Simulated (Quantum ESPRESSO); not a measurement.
# Nb in Quantum ESPRESSO: the effect of target pressure

Crystal: Nb.

```
Nb
1.0
    -1.66395    1.66395    1.66395
     1.66395   -1.66395    1.66395
     1.66395    1.66395   -1.66395
Nb
1
Direct
  0.00000 0.00000 0.00000
```

Alike in all runs:

* Program: Quantum ESPRESSO 7.5
* Task: relaxation of cell and atoms
* Functional: PBEsol
* Potentials or basis: SSSP 1.3 efficiency PBE
* Cutoff: 857 eV
* Density cutoff: 6884 eV
* k mesh: 11 × 11 × 11
* Occupations: fermi-dirac, width 0.05 eV
* Spin: no spin polarisation

Each run relaxes the cell or the atoms first.

Problem. One run gave: relaxed volume 15.37 Å³/atom. Which target pressure did it use?
A. 5 GPa
B. 20 GPa
C. 30 GPa
D. 10 GPa
E. 0 GPa

Solution. C.

```tsv
target pressure	relaxed volume (Å³/atom)
0 GPa	17.60
2 GPa	17.41
5 GPa	17.14
10 GPa	16.72
20 GPa	16.00
30 GPa	15.37
```

Caveats: the potentials were made for another functional, which shifts forces and pressure; the volume moved by over 15 % at a fixed basis, so the end points are rough (some runs).

Runs at the PBE level aren't shown here.
